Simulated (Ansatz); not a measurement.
Phase order of Sn

Structure types of Sn are relaxed in primitive cells with their symmetry kept at 0 GPa, first on PAW files, then by LAPW. The enthalpy is E + pV at zero temperature, without zero-point motion. Only the types listed were tried, and differences under about 5 meV/atom are mesh noise. Not among the end structures: fcc, which may lie lower.

All numbers are PBE results (scalar-relativistic) from Ansatz 0.2.0, with Fermi–Dirac smearing of 0.05 eV, no spin polarisation. Methods: LAPW: all electrons, basis error target 0.5 meV/atom; PAW: frozen-core files, cutoff 420 eV.

k meshes: bcc 15×15×15, hcp 14×14×8, sc 13×13×13, diamond 11×11×11.

Spin–orbit coupling is left out, which matters for the heavy atoms.

| start type | ends as | a, b, c (Å) | V (Å³/atom) | H − H(lowest), LAPW (meV/atom) |
| --- | --- | --- | --- | --- |
| bcc | bcc, Im-3m | 3.808, 3.808, 3.808 | 27.61 | ? |
| hcp | hcp, P6_3/mmc | 3.354, 3.354, 5.698 | 27.76 | ? |
| sc | sc, Pm-3m | 3.088, 3.088, 3.088 | 29.46 | 66.0 |
| diamond | diamond, Fd-3m | 6.656, 6.656, 6.656 | 36.86 | 0.0 |

Problem. Give the missing entry: row "bcc", column "H − H(lowest), LAPW (meV/atom)".

Solution. 75.3.

Problem. What belongs in the row "hcp", column "H − H(lowest), LAPW (meV/atom)"?

Solution. 56.1.
